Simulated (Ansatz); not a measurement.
**LiF: from a migration barrier to a jump rate**

Computed with DFT PBE, scalar-relativistic, plane waves, PAW in Ansatz. The runs took a 420 eV cutoff, a Γ-centred 4×4×4 mesh and Gaussian smearing (0.05 eV). No spin polarisation.

In a supercell of 16 sites an atom of Li jumps into a neighbouring Li vacancy, a = 3.04 Å from site to site in the perfect crystal, with a cell charge of -1 (uniform background, no finite-size correction). A nudged elastic band with 5 inner images puts the highest image 0.393 eV above the start and 0.393 eV above the end. No image climbed, so the top of the path can lie higher. Take it as the barrier; the order of the saddle wasn't checked, and the cell is small.

Q: With an assumed attempt frequency of 10¹³ s⁻¹, how often does the jump happen, and how fast does the vacancy diffuse?

A: Transition-state theory gives Γ = ν exp(−E/k_BT), and one such jump direction contributes Γa²/6 to the vacancy's diffusion coefficient averaged over directions:

```csv
T (K),E/k_BT,Γ (1/s),Γa²/6 (cm²/s)
300,15.2,2.5 × 10^6,3.8 × 10^-10
600,7.6,5.0 × 10^9,7.7 × 10^-7
1000,4.6,1.0 × 10^11,1.6 × 10^-5
1500,3.0,4.8 × 10^11,7.4 × 10^-5
```

The rate reaches one jump a second at T = E/(k_B ln 10¹³) = 152 K. The number of equivalent jumps multiplies D if they link up through the crystal; a hop between two sites alone gives no long-range diffusion, which then waits on a higher barrier. In either case the atoms' own diffusion carries the vacancy concentration and a correlation factor besides. Rows above the melting point are formal, and so are rows where E/k_BT falls under about 3, since the theory needs rare jumps.

Q: How much does an error of 0.1 eV in the barrier matter?

A: It multiplies the rate by exp(0.1 eV/k_BT): 48 at 300 K and 3.2 at 1000 K, more than the usual doubt about ν at low temperature.

Cost: 1 run of about 21 core-minutes, on Arm Neoverse V1 (shared hosts).